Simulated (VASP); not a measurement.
# AlN (P6_3mc) in VASP: phonons with PBE

Aim: the phonons of AlN with PBE.

Everything below comes from runs of VASP 6.6.1. Logs are shortened: lines on timing, memory, paths and dates and some standing lists are left out, and cuts for length are marked.

### Step 1. The structure

Symmetry: P6_3mc, No. 186, hexagonal system. Conventional cell: a = 3.130 Å, b = 3.130 Å, c = 5.018 Å, α = 90.00°, β = 90.00°, γ = 120.00°. Al (site symmetry 3m) has 4 N at 1.90 to 1.91 Å as nearest neighbours. N (site symmetry 3m) has 4 Al at 1.90 to 1.91 Å as nearest neighbours.

### Step 2. Phonons, PBE

File INCAR:

```
SYSTEM = AlN
PREC = Accurate
ENCUT = 520
EDIFF = 1E-8
ISMEAR = 0
SIGMA = 0.01
LREAL = .FALSE.
LASPH = .TRUE.
NELM = 100
ALGO = Normal
ISIF = 2
LWAVE = .FALSE.
LCHARG = .FALSE.
GGA = PE
IBRION = 8
NSW = 1
LEPSILON = .TRUE.
```

File KPOINTS:

```
Automatic mesh
0
G
  9 9 6
  0 0 0
```

File POSCAR:

```
AlN
1.0
    3.1302455679      0.0000000000      0.0000000000
   -1.5651227839      2.7108721819      0.0000000000
    0.0000000000      0.0000000000      5.0179604228
Al N
2 2
Direct
    0.3333333333      0.6666666667     -0.0007713538
    0.6666666667      0.3333333333      0.4992286462
    0.3333333333      0.6666666667      0.3807713538
    0.6666666667      0.3333333333      0.8807713538
```

Potentials or basis: VASP PAW PBE potentials, release 64 (Al, N).

Started as:

```sh
$ cat potpaw_PBE.64/Al/POTCAR potpaw_PBE.64/N/POTCAR > POTCAR
$ mpirun -np 1 vasp_std > vasp.out
```

OUTCAR:

```text
SYSTEM = AlN
   PREC = Accurate
   ENCUT = 520
   EDIFF = 1E-8
   ISMEAR = 0
   LREAL = .FALSE.
   LASPH = .TRUE.
   NELM = 100
   ISIF = 2
   GGA = PE
   IBRION = 8
   NSW = 1
   LEPSILON = .TRUE.

 ion  position               nearest neighbor table
   1  0.333  0.667  0.999-   4 1.90   4 1.90   4 1.90   3 1.91   2 3.09   2 3.09   2 3.09   2 3.09
                             2 3.09   2 3.09
   2  0.667  0.333  0.499-   3 1.90   3 1.90   3 1.90   4 1.91   1 3.09   1 3.09   1 3.09   1 3.09
                             1 3.09   1 3.09
   3  0.333  0.667  0.381-   2 1.90   2 1.90   2 1.90   1 1.91
   4  0.667  0.333  0.881-   1 1.90   1 1.90   1 1.90   2 1.91

  LATTYP: Found a hexagonal cell.
 ALAT       =     3.1302455679
 C/A-ratio  =     1.6030564740

  Lattice vectors:

 A1 = (   3.1302455679,   0.0000000000,   0.0000000000)
 A2 = (  -1.5651227839,   2.7108721819,   0.0000000000)
 A3 = (   0.0000000000,   0.0000000000,   5.0179604228)

Analysis of symmetry for initial positions (statically):
=====================================================================
 Subroutine PRICEL returns:
 Original cell was already a primitive cell.

 Routine SETGRP: Setting up the symmetry group for a
 hexagonal supercell.

 Subroutine GETGRP returns: Found 12 space group operations
 (whereof  6 operations were pure point group operations)
 out of a pool of 24 trial point group operations.

The static configuration has the point symmetry C_3v.
 The point group associated with its full space group is C_6v.

Analysis of symmetry for dynamics (positions and initial velocities):
=====================================================================
 Subroutine PRICEL returns:
 Original cell was already a primitive cell.

 Routine SETGRP: Setting up the symmetry group for a
 hexagonal supercell.

 Subroutine GETGRP returns: Found 12 space group operations
 (whereof  6 operations were pure point group operations)
 out of a pool of 24 trial point group operations.

The dynamic configuration has the point symmetry C_3v.
 The point group associated with its full space group is C_6v.

 Subroutine INISYM returns: Found 12 space group operations
 (whereof  6 operations are pure point group operations),
 and found     1 'primitive' translations

----------------------------------------------------------------------------------------

                                     Primitive cell

  volume of cell :      42.5809

  direct lattice vectors                    reciprocal lattice vectors
     3.130245568  0.000000000  0.000000000     0.319463754  0.184442484  0.000000000
    -1.565122784  2.710872182  0.000000000     0.000000000  0.368884969  0.000000000
     0.000000000  0.000000000  5.017960423     0.000000000  0.000000000  0.199284154

  length of vectors
     3.130245568  3.130245568  5.017960423     0.368884969  0.368884969  0.199284154

  position of ions in fractional coordinates (direct lattice)
     0.333333333  0.666666667  0.999228646
     0.666666667  0.333333333  0.499228646
     0.333333333  0.666666667  0.380771354
[... 557 lines left out ...]
     0.26985  0.00000  0.00000
     0.00000  0.26985 -0.00000
     0.00000  0.00000 -0.42196

[... ionic steps 4 to 9 ...]

--------------------------------------- Ionic step       10  -------------------------------------------

------------------------ aborting loop because EDIFF is reached ----------------------------------------

[... ionic steps 11 to 11 ...]

--------------------------------------- Ionic step       12  -------------------------------------------

 Free energy of the ion-electron system (eV)
  ---------------------------------------------------
  ---------------------------------------------------
  free energy    TOTEN  =        -0.25352091 eV

  energy without entropy =       -0.25352091

------------------------ aborting loop because EDIFF is reached ----------------------------------------

 INTERNAL STRAIN TENSOR  FOR ION    3  DIRECTION 3   (eV/Angst):
 -----------------------------------------------------------------------------
     5.02837  0.00000 -0.00000
     0.00000  5.02837  0.00000
     0.00000  0.00000-11.13224

 MACROSCOPIC STATIC DIELECTRIC TENSOR (including local field effects in DFT)
 ------------------------------------------------------
           4.473833     0.000000     0.000000
           0.000000     4.473833     0.000000
           0.000000     0.000000     4.693765
 ------------------------------------------------------

 PIEZOELECTRIC TENSOR (including local field effects)  for field in x, y, z        (e  Angst)
          XX          YY          ZZ          XY          YZ          ZX
  --------------------------------------------------------------------------------
  x     0.00000    -0.00000     0.00000    -0.00000     0.00000     0.90441
  y     0.00000    -0.00000     0.00000     0.00000     0.90441     0.00000
  z     0.71717     0.71717    -1.12144     0.00000    -0.00000     0.00000

 PIEZOELECTRIC TENSOR (including local field effects)  for field in x, y, z        (C/m^2)
          XX          YY          ZZ          XY          YZ          ZX
  --------------------------------------------------------------------------------
  x     0.00000    -0.00000     0.00000    -0.00000     0.00000     0.34030
  y     0.00000    -0.00000     0.00000     0.00000     0.34030     0.00000
  z     0.26985     0.26985    -0.42196     0.00000    -0.00000     0.00000

 BORN EFFECTIVE CHARGES (including local field effects) (in |e|, cummulative output)
 ---------------------------------------------------------------------------------
 ion    1
    1     2.51625     0.00000     0.00000
    2     0.00000     2.51625    -0.00000
    3     0.00000    -0.00000     2.67609
 ion    2
    1     2.51625     0.00000     0.00000
    2     0.00000     2.51625     0.00000
    3     0.00000     0.00000     2.67609
 ion    3
    1    -2.51625    -0.00000     0.00000
    2    -0.00000    -2.51625    -0.00000
    3    -0.00000     0.00000    -2.67609
 ion    4
    1    -2.51625    -0.00000     0.00000
    2    -0.00000    -2.51625     0.00000
    3     0.00000     0.00000    -2.67609

 INTERNAL STRAIN TENSOR FOR ION    4 for displacements in x,y,z  (eV/Angst):
          X           Y           Z          XY          YZ          ZX
  --------------------------------------------------------------------------------
  x     0.00000    -0.00000     0.00000     9.76284     0.00000     4.81378
  y     9.76284    -9.76284    -0.00000    -0.00000     4.86155     0.00000
  z     5.02837     5.02837   -11.13224     0.00000     0.00000    -0.00000

 SECOND DERIVATIVES (NOT SYMMETRIZED)
 ------------------------------------
               1X          1Y          1Z          2X          2Y          2Z          3X          3Y          3Z          4X          4Y          4Z
  1X   -14.913219   -0.000000   -0.000000    0.642938    0.000000   -0.000000    1.490030    0.000000   -0.000000   12.780251    0.000000    0.000000
  1Y    -0.000000  -14.913219    0.000000    0.000000    0.642938   -0.000000    0.000000    1.490030    0.000000    0.000000   12.780251    0.000000
  1Z     0.000000    0.000000  -20.211370   -0.000000    0.000000    8.230274    0.000000   -0.000000    5.911897   -0.000000    0.000000    6.069198
  2X     0.642938    0.000000    0.000000  -14.913219   -0.000000    0.000000   12.780251    0.000000   -0.000000    1.490030    0.000000    0.000000
  2Y     0.000000    0.642938    0.000000   -0.000000  -14.913219   -0.000000    0.000000   12.780251   -0.000000    0.000000    1.490030    0.000000
  2Z     0.000000   -0.000000    8.230274    0.000000   -0.000000  -20.211370    0.000000    0.000000    6.069198   -0.000000    0.000000    5.911897
  3X     1.490128    0.000000    0.000000   12.780847    0.000000    0.000000  -14.971051   -0.000000   -0.000000    0.700075    0.000000   -0.000000
  3Y     0.000000    1.490128    0.000000    0.000000   12.780847    0.000000   -0.000000  -14.971051    0.000000    0.000000    0.700075   -0.000000
  3Z    -0.000000    0.000000    5.881346    0.000000    0.000000    6.093205    0.000000    0.000000  -18.848314    0.000000    0.000000    6.873763
  4X    12.780847    0.000000    0.000000    1.490128    0.000000    0.000000    0.700075    0.000000    0.000000  -14.971051   -0.000000    0.000000
  4Y     0.000000   12.780847   -0.000000    0.000000    1.490128   -0.000000    0.000000    0.700075    0.000000   -0.000000  -14.971051    0.000000
  4Z     0.000000    0.000000    6.093205    0.000000    0.000000    5.881346   -0.000000   -0.000000    6.873763   -0.000000    0.000000  -18.848314

 Eigenvectors and eigenvalues of the dynamical matrix
 ----------------------------------------------------

   1 f  =   21.190335 THz   133.142803 2PiTHz  706.833499 cm-1    87.636145 meV
             X         Y         Z           dx          dy          dz
     -0.000000  1.807248  5.014090     0.000000    0.000000   -0.008574
      1.565123  0.903624  2.505110     0.000000    0.000000    0.008574
     -0.000000  1.807248  1.910696    -0.000000   -0.000000   -0.707055
      1.565123  0.903624  4.419676    -0.000000   -0.000000    0.707055
[... 71 lines left out ...]
  12 f/i=    0.002309 THz     0.014507 2PiTHz    0.077013 cm-1     0.009548 meV
             X         Y         Z           dx          dy          dz
     -0.000000  1.807248  5.014090     0.000000   -0.000000    0.573690
      1.565123  0.903624  2.505110     0.000000   -0.000000    0.573690
     -0.000000  1.807248  1.910696     0.000000   -0.000000    0.413377
      1.565123  0.903624  4.419676     0.000000   -0.000000    0.413377

--------------------------------------------------------------------------------------------------------

 MACROSCOPIC STATIC DIELECTRIC TENSOR IONIC CONTRIBUTION
 ------------------------------------------------------
           3.770901     0.000000    -0.000000
           0.000000     3.770901     0.000000
          -0.000000     0.000000     5.081633
 ------------------------------------------------------

 ELASTIC MODULI CONTR FROM IONIC RELAXATION (kBar)
 Direction    XX          YY          ZZ          XY          YZ          ZX
 --------------------------------------------------------------------------------
 XX        -621.5648    303.1145    352.4984     -0.0000      0.0000     -0.0000
 YY         303.1145   -621.5648    352.4984     -0.0000     -0.0000      0.0000
 ZZ         352.4984    352.4984   -780.3737      0.0000      0.0000     -0.0000
 XY          -0.0000     -0.0000      0.0000   -462.3396     -0.0000      0.0000
 YZ           0.0000     -0.0000      0.0000     -0.0000   -112.6652     -0.0000
 ZX          -0.0000      0.0000     -0.0000      0.0000     -0.0000   -119.8400
 --------------------------------------------------------------------------------

 PIEZOELECTRIC TENSOR IONIC CONTR  for field in x, y, z        (C/m^2)
          XX          YY          ZZ          XY          YZ          ZX
  --------------------------------------------------------------------------------
  x    -0.00000     0.00000    -0.00000     0.00000    -0.00000    -0.63255
  y     0.00000    -0.00000     0.00000    -0.00000    -0.61332    -0.00000
  z    -0.84641    -0.84641     1.87381    -0.00000    -0.00000     0.00000
```

Run time: 8.2 min. Hardware: 1 thread of Intel Xeon Platinum 8375C at 2.90GHz (Ice Lake), shared host; peak memory 0.4 GiB.

What came out:

| Property | Result |
| --- | --- |
| Electronic dielectric tensor (diagonal) | 4.47, 4.47, 4.69 |
| Born charges (mean of the diagonal) | Al +2.57; N -2.57 e |
| Highest phonon frequency at Γ, LO-TO splitting left out | 707 cm⁻¹ |

Phonon frequencies in cm⁻¹ (negative: imaginary):
| q point | frequencies |
| --- | --- |
| (0.000, 0.000, 0.000) | 0 0 0 237 237 535 594 636 636 649 649 707 |

Electronic dielectric tensor:
```
4.47 0.00 0.00
0.00 4.47 0.00
0.00 0.00 4.69
```

Born effective charge tensors (e):
atom 1, Al
```
2.52 0.00 0.00
0.00 2.52 0.00
0.00 0.00 2.68
```
atom 2, Al
```
2.52 0.00 0.00
0.00 2.52 0.00
0.00 0.00 2.68
```
atom 3, N
```
-2.52  0.00  0.00
 0.00 -2.52  0.00
 0.00  0.00 -2.68
```
atom 4, N
```
-2.52  0.00  0.00
 0.00 -2.52  0.00
 0.00  0.00 -2.68
```
